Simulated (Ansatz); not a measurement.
Born–Oppenheimer molecular dynamics of a periodic cell of 16 atoms, WC (start crystal WC, start structure P-6m2, volume 1.15 times the crystal's). It goes on from the last frame of an earlier run, with new velocities.

Theory: Ansatz, DFT PBE-D3(BJ), scalar-relativistic, plane waves, PAW. Settings: accuracy low, PAW set soft_1, cutoff 420 eV, k mesh 2x3x2, fermi-dirac smearing 0.17 eV, no spin polarisation.

```
ensemble             : NVT, Langevin thermostat
time step            : 1 fs
steps asked          : 400
set temperature      : 1600 K
friction             : 0.02 /fs
temperature schedule : 300 steps to 300 K, then 100 steps to 300 K
seed                 : 744612
```

First frame:

```xyz
16
Lattice="-3.0325 -5.2525 0.0000 4.5488 -2.6263 0.0000 0.0000 0.0000 5.9285" Properties=species:S:1:pos:R:3
W 0.082 -4.784 0.009
C 1.482 -4.066 1.492
W 0.060 -5.081 3.011
C 1.705 -4.330 4.506
W -1.661 -2.547 0.017
C -0.112 -1.506 1.553
W -1.436 -2.376 3.088
C 0.103 -1.571 4.503
W 1.736 -2.325 -0.061
C 3.324 -1.789 1.431
W 1.519 -2.579 3.057
C 2.980 -1.581 4.225
W 0.160 0.111 0.030
C -1.445 -4.239 1.637
W 0.088 0.134 2.993
C -1.374 -4.250 4.520
```

What does the run give?

All steps were run.

* steps done: 400
* time covered: 400 fs
* mean temperature over the second half: 531 K
* spread of the potential energy over the second half: 26.6 meV per atom
* mean potential energy of the second half above the start: -160.7 meV per atom

The schedule's set-point averaged 409 K over the second half and the system 531 K, so it lags behind the ramp. A run of 0.4 ps of so small a system gives no equilibrium averages. Limits of this set-up: coarse k mesh, low accuracy level.

What happens to the structure?

Mean squared displacements from the first frame to the last, about the centre of mass: W 0.03 Å², C 0.04 Å². This is one draw of velocities; another would differ in detail.

How do temperature and energy run in time?


| time (fs) | T (K) | potential energy less start (eV) |
| --- | --- | --- |
| 0 | 1500 | 0.000 |
| 13 | 1636 | -0.043 |
| 26 | 1504 | -0.318 |
| 39 | 1938 | -0.570 |
| 52 | 1919 | -0.956 |
| 65 | 1258 | -0.127 |
| 78 | 1219 | -0.432 |
| 91 | 1329 | -0.561 |
| 104 | 1388 | -1.254 |
| 117 | 1193 | -1.023 |
| 130 | 1312 | -1.862 |
| 143 | 915 | -1.485 |
| 156 | 1328 | -2.207 |
| 169 | 659 | -1.510 |
| 182 | 676 | -1.390 |
| 195 | 933 | -1.815 |
| 208 | 776 | -1.704 |
| 221 | 649 | -1.705 |
| 234 | 1023 | -2.410 |
| 247 | 612 | -2.113 |
| 260 | 750 | -2.516 |
| 273 | 380 | -2.357 |
| 286 | 469 | -2.704 |
| 299 | 424 | -2.812 |
| 312 | 506 | -2.816 |
| 325 | 531 | -2.970 |
| 338 | 396 | -2.710 |
| 351 | 410 | -2.807 |
| 364 | 317 | -2.827 |
| 377 | 331 | -2.879 |
| 390 | 371 | -3.195 |

Run time: 35 min on 2 threads of Arm Neoverse V1, with other jobs on the host, peak memory 0.71 GiB.
